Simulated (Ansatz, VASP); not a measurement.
**Two plane-wave programs on Nb**

```
Nb
1.0
     2.93382    0.00000    0.00000
    -1.46691    2.54077    0.00000
     0.00000    0.00000    5.42581
Nb
2
Cartesian
  0.0000 1.6938 1.3565
  1.4669 0.8469 4.0694
```

Alike in both runs: task single point; functional BLYP; k mesh 14 × 14 × 7; occupations fermi-dirac, width 0.1 eV; no spin polarisation.

|  | VASP | Ansatz |
| --- | --- | --- |
| version | VASP 6.6.1 | Ansatz 0.2.0 |
| potentials or method | VASP PAW PBE potentials, release 64 (Nb_sv) | plane waves (420 eV) with PAW, scalar-relativistic |
| plane-wave cutoff (eV) | 520 | 420 |
| valence electrons in the cell | 26 | 26 |

```csv
,VASP,Ansatz,Ansatz less VASP
pressure (GPa),-5.5,-5.5,+0.05
largest component of the traceless stress (GPa),0.75,0.73,-0.024
```

With one functional, cell and mesh, what is left measures potentials, basis and numerics.

Caveats: the PAW data sets were made with another functional, which shifts forces and pressure a little (VASP).
